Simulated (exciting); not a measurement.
# Si (Fd-3m) in exciting: notebook

The runs below take Si through band structure, with PBE, LDA, PBEsol.

Program: exciting (release sodium). These are calculated values, not measurements. Logs are shortened: lines on timing, memory, paths and dates and some standing lists are left out, and cuts for length are marked.

## Step 1: The structure

It takes space group Fd-3m (No. 227, cubic). Conventional cell: a = 5.444 Å, b = 5.444 Å, c = 5.444 Å, α = 90.00°, β = 90.00°, γ = 90.00°. Si (site symmetry -43m) is surrounded by 4 Si at 2.36 Å.

## Step 2: Band structure, PBE

The input, input.xml:

```xml
<input>
  <title>Si</title>
  <structure speciespath="./" tshift="false">
    <crystal scale="1">
      <basevect>0.000000000000 5.143553294473 5.143553294473</basevect>
      <basevect>5.143553294473 0.000000000000 5.143553294473</basevect>
      <basevect>5.143553294473 5.143553294473 0.000000000000</basevect>
    </crystal>
    <species speciesfile="Si.xml" rmt="2">
      <atom coord="0.500000000000 0.500000000000 0.500000000000"/>
      <atom coord="0.750000000000 0.750000000000 0.750000000000"/>
    </species>
  </structure>
  <groundstate do="fromscratch" ngridk="8 8 8" rgkmax="7.5" gmaxvr="14" lmaxapw="10" lmaxmat="10" lmaxvr="8" xctype="GGA_PBE" stype="Fermi Dirac" swidth="0.00183747" nempty="10" ValenceRelativity="iora*" epsengy="1e-05" epspot="1e-05" maxscl="60" outputlevel="normal"/>
  <properties>
    <bandstructure>
      <plot1d>
        <path steps="80">
          <point coord="0 0 0" label="G"/>
          <point coord="0.5 0 0.5" label="X"/>
          <point coord="0.5 0.25 0.75" label="W"/>
          <point coord="0.375 0.375 0.75" label="K"/>
          <point coord="0 0 0" label="G"/>
          <point coord="0.5 0.5 0.5" label="L"/>
          <point coord="0.625 0.25 0.625" label="U"/>
          <point coord="0.5 0.25 0.75" label="W"/>
          <point coord="0.5 0.5 0.5" label="L"/>
          <point coord="0.375 0.375 0.75" label="K" breakafter="true"/>
          <point coord="0.625 0.25 0.625" label="U"/>
          <point coord="0.5 0 0.5" label="X"/>
        </path>
      </plot1d>
    </bandstructure>
  </properties>
</input>
```

Potentials or basis: all-electron LAPW+lo, shipped species files, valence relativity iora*.

On the command line:

```bash
> OMP_NUM_THREADS=1 exciting_smp
```

INFO.OUT:

```text
================================================================================
EXCITING SODIUM started
All units are atomic (Hartree, Bohr, etc.)
================================================================================

********************************************************************************
* Ground-state run starting from atomic densities                              *
********************************************************************************

++++++++++++++++++++++++++++++++++++++++++++++++++++++++++++++++++++++++++++++++
+ Starting initialization                                                      +
++++++++++++++++++++++++++++++++++++++++++++++++++++++++++++++++++++++++++++++++

 Lattice vectors (cartesian) :
      0.0000000000      5.1435532945      5.1435532945
      5.1435532945      0.0000000000      5.1435532945
      5.1435532945      5.1435532945      0.0000000000

 Reciprocal lattice vectors (cartesian) :
     -0.6107825610      0.6107825610      0.6107825610
      0.6107825610     -0.6107825610      0.6107825610
      0.6107825610      0.6107825610     -0.6107825610

 Unit cell volume                           :     272.1571371845
 Brillouin zone volume                      :       0.9114227759

 Species :    1 (Si)
     parameters loaded from                 :    Si.xml
     name                                   :    silicon
     nuclear charge                         :     -14.00000000
     electronic charge                      :      14.00000000
     atomic mass                            :   51196.73454000
     muffin-tin radius                      :       2.00000000
     # of radial points in muffin-tin       :     300

     atomic positions (lattice) :
       1 :   0.50000000  0.50000000  0.50000000
       2 :   0.75000000  0.75000000  0.75000000

 Total number of atoms per unit cell        :       2

 Spin treatment                             :    spin-unpolarised

 Number of Bravais lattice symmetries       :      48
 Number of crystal symmetries               :      48

 k-point grid                               :       8    8    8
 Total number of k-points                   :      29
 k-point set is reduced with crystal symmetries

 R^MT_min * |G+k|_max (rgkmax)              :       7.50000000
 Species with R^MT_min                      :       1 (Si)
 Maximum |G+k| for APW functions            :       3.75000000
 Maximum |G| for potential and density      :      14.00000000

 G-vector grid sizes                        :      36    36    36
 Total number of G-vectors                  :   12627

 Maximum angular momentum used for
     APW functions                          :      10
     computing H and O matrix elements      :      10
     potential and density                  :       8
     inner part of muffin-tin               :       2

 Total nuclear charge                       :     -28.00000000
 Total electronic charge                    :      28.00000000
 Total core charge                          :      20.00000000
 Total valence charge                       :       8.00000000

 Number of empty states                     :      10
 Total number of valence states             :      15

 Maximum Hamiltonian size                   :     267
 Maximum number of plane-waves              :     259
 Total number of local-orbitals             :       8

 Exchange-correlation type                  :      20
     Perdew-Burke-Ernzerhof, Phys. Rev. Lett. 77, 3865 (1996)
     Generalised gradient approximation (GGA)

 Smearing scheme                            :    Fermi-Dirac
 Smearing width                             :       0.00183747

 Using multisecant Broyden potential mixing

++++++++++++++++++++++++++++++++++++++++++++++++++++++++++++++++++++++++++++++++
+ Ending initialization                                                        +
++++++++++++++++++++++++++++++++++++++++++++++++++++++++++++++++++++++++++++++++

********************************************************************************
[... 35 lines left out ...]
 Kinetic energy                             :       581.32690936
 Coulomb energy                             :     -1120.35863925
 Exchange energy                            :       -40.68779158
 Correlation energy                         :        -1.09264330

 DOS at Fermi energy (states/Ha/cell)       :         0.00475102

 Electron charges :
     core                                   :        20.00000000
     core leakage                           :         0.00743721
     valence                                :         8.00000000
     interstitial                           :         4.41041394
     charge in muffin-tin spheres :
                  atom     1    Si          :        11.79479303
                  atom     2    Si          :        11.79479303
     total charge in muffin-tins            :        23.58958606
     total charge                           :        28.00000000
[... 197 lines left out ...]
 RMS change in effective potential (target) :  0.143071E-07  ( 0.100000E-04)
 Absolute change in total energy   (target) :  0.261228E-05  ( 0.100000E-04)
 Charge distance                   (target) :  0.749933E-07  ( 0.100000E-04)

++++++++++++++++++++++++++++++++++++++++++++++++++++++++++++++++++++++++++++++++
+ SCF iteration number :   10                                                  +
++++++++++++++++++++++++++++++++++++++++++++++++++++++++++++++++++++++++++++++++
 Total energy                               :      -580.07155108
 _______________________________________________________________
 Fermi energy                               :         0.20675977
 Kinetic energy                             :       581.69055008
 Coulomb energy                             :     -1120.01120211
 Exchange energy                            :       -40.65675706
 Correlation energy                         :        -1.09414200

 DOS at Fermi energy (states/Ha/cell)       :         0.03581192

 Electron charges :
     core                                   :        20.00000000
     core leakage                           :         0.00743837
     valence                                :         8.00000000
     interstitial                           :         4.46188640
     charge in muffin-tin spheres :
                  atom     1    Si          :        11.76905680
                  atom     2    Si          :        11.76905680
     total charge in muffin-tins            :        23.53811360
     total charge                           :        28.00000000

 RMS change in effective potential (target) :  0.106437E-08  ( 0.100000E-04)
 Absolute change in total energy   (target) :  0.917756E-06  ( 0.100000E-04)
 Charge distance                   (target) :  0.610421E-08  ( 0.100000E-04)

++++++++++++++++++++++++++++++++++++++++++++++++++++++++++++++++++++++++++++++++
| Convergency criteria checked for the last 2 iterations                       +
| Convergence targets achieved. Performing final SCF iteration                 +
++++++++++++++++++++++++++++++++++++++++++++++++++++++++++++++++++++++++++++++++
 Total energy                               :      -580.07155103
 _______________________________________________________________
 Fermi energy                               :         0.20675977
 Kinetic energy                             :       581.69055012
 Coulomb energy                             :     -1120.01120210
 Exchange energy                            :       -40.65675706
 Correlation energy                         :        -1.09414200

 DOS at Fermi energy (states/Ha/cell)       :         0.03581192

 Electron charges :
     core                                   :        20.00000000
     core leakage                           :         0.00743837
     valence                                :         8.00000000
     interstitial                           :         4.46188640
     charge in muffin-tin spheres :
                  atom     1    Si          :        11.76905680
                  atom     2    Si          :        11.76905680
     total charge in muffin-tins            :        23.53811360
     total charge                           :        28.00000000

++++++++++++++++++++++++++++++++++++++++++++++++++++++++++++++++++++++++++++++++
+ Self-consistent loop stopped                                                 +
++++++++++++++++++++++++++++++++++++++++++++++++++++++++++++++++++++++++++++++++
 STATE.OUT is written

********************************************************************************
* Groundstate module stopped                                                   *
********************************************************************************

================================================================================
| EXCITING SODIUM stopped                                                      =
================================================================================
```

It took 37 s on 1 thread of Arm Neoverse V1, shared host; peak memory 0.13 GiB.

Results:

```yaml
Free_energy: -15784.5511 eV
Band_gap_on_the_k_mesh: 0.63 eV, indirect (least direct gap 2.56 eV)
Band_gap_along_the_path: 0.59 eV, indirect (least direct gap 2.56 eV)
All_electrons_inside_the_program's_atomic_spheres: Si 11.77 (radii Si 2.0 bohr)
```

Levels at the corners of the path, in eV from the valence-band top:
```
point  band 1  band 2  band 3  band 4  band 5  band 6  band 7  band 8
    Γ  -11.91    0.00    0.00    0.00    2.56    2.56    2.56    3.27
    X   -7.80   -7.80   -2.83   -2.83    0.73    0.73   10.04   10.04
    W   -7.64   -7.64   -3.82   -3.82    4.28    4.28    4.98    4.98
    K   -8.21   -7.21   -4.26   -2.41    1.22    4.13    7.43    7.98
    Γ  -11.91    0.00    0.00    0.00    2.56    2.56    2.56    3.27
    L   -9.60   -6.93   -1.19   -1.19    1.51    3.35    3.35    7.72
    U   -8.21   -7.21   -4.26   -2.41    1.22    4.13    7.43    7.98
    W   -7.64   -7.64   -3.82   -3.82    4.28    4.28    4.98    4.98
    L   -9.60   -6.93   -1.19   -1.19    1.51    3.35    3.35    7.72
    K   -8.21   -7.21   -4.26   -2.41    1.22    4.13    7.43    7.98
    U   -8.21   -7.21   -4.26   -2.41    1.22    4.13    7.43    7.98
    X   -7.80   -7.80   -2.83   -2.83    0.73    0.73   10.04   10.04
```

## Step 3: Band structure, LDA

input.xml: that of step 2 with these lines changed.

```diff
@@ -13,3 +13,3 @@
   </structure>
-  <groundstate do="fromscratch" ngridk="8 8 8" rgkmax="7.5" gmaxvr="14" lmaxapw="10" lmaxmat="10" lmaxvr="8" xctype="GGA_PBE" stype="Fermi Dirac" swidth="0.00183747" nempty="10" ValenceRelativity="iora*" epsengy="1e-05" epspot="1e-05" maxscl="60" outputlevel="normal"/>
+  <groundstate do="fromscratch" ngridk="8 8 8" rgkmax="7.5" gmaxvr="14" lmaxapw="10" lmaxmat="10" lmaxvr="8" xctype="LDA_PW" stype="Fermi Dirac" swidth="0.00183747" nempty="10" ValenceRelativity="iora*" epsengy="1e-05" epspot="1e-05" maxscl="60" outputlevel="high"/>
   <properties>
@@ -33,2 +33,32 @@
     </bandstructure>
+    <chargedensityplot>
+      <plot3d>
+        <box grid="20 20 20">
+          <origin coord="0 0 0"/>
+          <point coord="1 0 0"/>
+          <point coord="0 1 0"/>
+          <point coord="0 0 1"/>
+        </box>
+      </plot3d>
+    </chargedensityplot>
+    <elfplot>
+      <plot3d>
+        <box grid="20 20 20">
+          <origin coord="0 0 0"/>
+          <point coord="1 0 0"/>
+          <point coord="0 1 0"/>
+          <point coord="0 0 1"/>
+        </box>
+      </plot3d>
+    </elfplot>
+    <exccplot>
+      <plot3d>
+        <box grid="20 20 20">
+          <origin coord="0 0 0"/>
+          <point coord="1 0 0"/>
+          <point coord="0 1 0"/>
+          <point coord="0 0 1"/>
+        </box>
+      </plot3d>
+    </exccplot>
   </properties>
```

Potentials or basis: all-electron LAPW+lo, shipped species files, valence relativity iora*.

On the command line:

```bash
> OMP_NUM_THREADS=1 exciting_smp
```

Wall time 50 s (1 thread of Arm Neoverse V1, shared host); peak memory 0.13 GiB.

It converged, with:

```yaml
Free_energy: -15730.3783 eV
Band_gap_on_the_k_mesh: 0.53 eV, indirect (least direct gap 2.53 eV)
Band_gap_along_the_path: 0.49 eV, indirect (least direct gap 2.53 eV)
All_electrons_inside_the_program's_atomic_spheres: Si 11.78 (radii Si 2.0 bohr)
```

Levels at the corners of the path, in eV from the valence-band top:
```tsv
point	band 1	band 2	band 3	band 4	band 5	band 6	band 7	band 8	band 9
Γ	-11.91	0.00	0.00	0.00	2.53	2.53	2.53	3.10	7.64
X	-7.80	-7.80	-2.83	-2.83	0.63	0.63	9.92	9.92	10.92
W	-7.64	-7.64	-3.84	-3.84	4.19	4.19	4.90	4.90	10.44
K	-8.21	-7.21	-4.29	-2.41	1.12	4.04	7.37	7.88	8.05
Γ	-11.91	0.00	0.00	0.00	2.53	2.53	2.53	3.10	7.64
L	-9.60	-6.96	-1.19	-1.19	1.40	3.31	3.31	7.51	10.52
U	-8.21	-7.21	-4.29	-2.41	1.12	4.04	7.37	7.88	8.05
W	-7.64	-7.64	-3.84	-3.84	4.19	4.19	4.90	4.90	10.44
L	-9.60	-6.96	-1.19	-1.19	1.40	3.31	3.31	7.51	10.52
K	-8.21	-7.21	-4.29	-2.41	1.12	4.04	7.37	7.88	8.05
U	-8.21	-7.21	-4.29	-2.41	1.12	4.04	7.37	7.88	8.05
X	-7.80	-7.80	-2.83	-2.83	0.63	0.63	9.92	9.92	10.92
```

## Step 4: Band structure, PBEsol

The input, input.xml:

```xml
<input>
  <title>Si</title>
  <structure speciespath="./" tshift="false">
    <crystal scale="1">
      <basevect>0.000000000000 5.143553294473 5.143553294473</basevect>
      <basevect>5.143553294473 0.000000000000 5.143553294473</basevect>
      <basevect>5.143553294473 5.143553294473 0.000000000000</basevect>
    </crystal>
    <species speciesfile="Si.xml" rmt="2">
      <atom coord="0.500000000000 0.500000000000 0.500000000000"/>
      <atom coord="0.750000000000 0.750000000000 0.750000000000"/>
    </species>
  </structure>
  <groundstate do="fromscratch" ngridk="8 8 8" rgkmax="7.5" gmaxvr="14" lmaxapw="10" lmaxmat="10" lmaxvr="8" xctype="GGA_PBE_SOL" stype="Fermi Dirac" swidth="0.00183747" nempty="10" ValenceRelativity="iora*" epsengy="1e-05" epspot="1e-05" maxscl="60" outputlevel="high"/>
  <properties>
    <bandstructure>
      <plot1d>
        <path steps="80">
          <point coord="0 0 0" label="G"/>
          <point coord="0.5 0 0.5" label="X"/>
          <point coord="0.5 0.25 0.75" label="W"/>
          <point coord="0.375 0.375 0.75" label="K"/>
          <point coord="0 0 0" label="G"/>
          <point coord="0.5 0.5 0.5" label="L"/>
          <point coord="0.625 0.25 0.625" label="U"/>
          <point coord="0.5 0.25 0.75" label="W"/>
          <point coord="0.5 0.5 0.5" label="L"/>
          <point coord="0.375 0.375 0.75" label="K" breakafter="true"/>
          <point coord="0.625 0.25 0.625" label="U"/>
          <point coord="0.5 0 0.5" label="X"/>
        </path>
      </plot1d>
    </bandstructure>
    <dos nwdos="300" winddos="-0.6 0.5" inttype="tetra" ngrdos="100" nsmdos="2" lmirep="true"/>
  </properties>
</input>
```

On the command line:

```bash
> OMP_NUM_THREADS=1 exciting_smp
```

Wall time 39 s (1 thread of Arm Neoverse V1, shared host); peak memory 0.13 GiB.

The run converged. Its results:

```yaml
Free_energy: -15755.9437 eV
Band_gap_on_the_k_mesh: 0.52 eV, indirect (least direct gap 2.52 eV)
Band_gap_along_the_path: 0.48 eV, indirect (least direct gap 2.52 eV)
All_electrons_inside_the_program's_atomic_spheres: Si 11.76 (radii Si 2.0 bohr)
```

Levels at the corners of the path, in eV from the valence-band top:
| point | band 1 | band 2 | band 3 | band 4 | band 5 | band 6 | band 7 | band 8 |
| --- | --- | --- | --- | --- | --- | --- | --- | --- |
| Γ | -11.94 | 0.00 | 0.00 | 0.00 | 2.52 | 2.52 | 2.52 | 3.22 |
| X | -7.81 | -7.81 | -2.85 | -2.85 | 0.61 | 0.61 | 10.00 | 10.00 |
| W | -7.64 | -7.64 | -3.87 | -3.87 | 4.18 | 4.18 | 4.92 | 4.92 |
| K | -8.22 | -7.22 | -4.32 | -2.43 | 1.11 | 4.04 | 7.40 | 7.92 |
| Γ | -11.94 | 0.00 | 0.00 | 0.00 | 2.52 | 2.52 | 2.52 | 3.22 |
| L | -9.61 | -6.98 | -1.20 | -1.20 | 1.44 | 3.29 | 3.29 | 7.52 |
| U | -8.22 | -7.22 | -4.32 | -2.43 | 1.11 | 4.04 | 7.40 | 7.92 |
| W | -7.64 | -7.64 | -3.87 | -3.87 | 4.18 | 4.18 | 4.92 | 4.92 |
| L | -9.61 | -6.98 | -1.20 | -1.20 | 1.44 | 3.29 | 3.29 | 7.52 |
| K | -8.22 | -7.22 | -4.32 | -2.43 | 1.11 | 4.04 | 7.40 | 7.92 |
| U | -8.22 | -7.22 | -4.32 | -2.43 | 1.11 | 4.04 | 7.40 | 7.92 |
| X | -7.81 | -7.81 | -2.85 | -2.85 | 0.61 | 0.61 | 10.00 | 10.00 |

States per cell in windows of 0.5 eV (zero at the valence-band top; states under -8 eV left out):
```csv
from (eV),total,Si1 p,Si2 p,Si1 s,Si2 s,Si1 d,Si2 d
-8.0,0.10,0.00,0.00,0.02,0.02,0.00,0.00
-7.5,0.18,0.01,0.01,0.04,0.04,0.00,0.00
-7.0,0.54,0.04,0.04,0.08,0.08,0.00,0.00
-6.5,0.35,0.03,0.03,0.05,0.05,0.00,0.00
-6.0,0.23,0.02,0.02,0.03,0.03,0.00,0.00
-5.5,0.17,0.02,0.02,0.02,0.02,0.00,0.00
-5.0,0.14,0.01,0.01,0.02,0.02,0.00,0.00
-4.5,0.36,0.05,0.05,0.02,0.02,0.00,0.00
-4.0,0.54,0.08,0.08,0.02,0.02,0.00,0.00
-3.5,0.56,0.09,0.09,0.01,0.01,0.00,0.00
-3.0,0.70,0.12,0.12,0.01,0.01,0.01,0.01
-2.5,0.67,0.12,0.12,0.01,0.01,0.01,0.01
-2.0,0.64,0.12,0.12,0.01,0.01,0.01,0.01
-1.5,0.53,0.11,0.11,0.00,0.00,0.01,0.01
-1.0,0.25,0.05,0.05,0.00,0.00,0.00,0.00
-0.5,0.09,0.02,0.02,0.00,0.00,0.00,0.00
0.0,0.01,0.00,0.00,0.00,0.00,0.00,0.00
0.5,0.10,0.00,0.00,0.00,0.00,0.00,0.00
1.0,0.23,0.01,0.01,0.01,0.01,0.01,0.01
1.5,0.46,0.03,0.03,0.03,0.03,0.02,0.02
2.0,0.81,0.06,0.06,0.05,0.05,0.03,0.03
2.5,0.67,0.05,0.05,0.04,0.04,0.03,0.03
3.0,0.70,0.07,0.07,0.02,0.02,0.03,0.03
3.5,0.94,0.10,0.10,0.03,0.03,0.05,0.05
4.0,0.60,0.06,0.06,0.01,0.01,0.03,0.03
4.5,0.53,0.05,0.05,0.02,0.02,0.03,0.03
5.0,0.68,0.07,0.07,0.02,0.02,0.04,0.04
5.5,0.53,0.06,0.06,0.02,0.02,0.03,0.03
6.0,0.45,0.05,0.05,0.01,0.01,0.03,0.03
6.5,0.62,0.06,0.06,0.01,0.01,0.04,0.04
7.0,0.65,0.06,0.06,0.01,0.01,0.05,0.05
7.5,0.71,0.07,0.07,0.01,0.01,0.05,0.05
```

## Step 5: Summary

```csv
level,outputlevel,gap on the mesh (eV)
PBE,normal,0.63
LDA,high,0.53
PBEsol,high,0.52
```

Alike in all rows: task band structure; potentials or basis all-electron LAPW+lo, shipped species files, valence relativity iora*; no spin polarisation; cell as given; k mesh 8 × 8 × 8; smearing fermi-dirac 0.05 eV; rgkmax 7.5.

On the cell as given the gap runs from 0.48 eV (PBEsol) to 0.59 eV (PBE).

Compare energies only between runs with the same functional and basis.
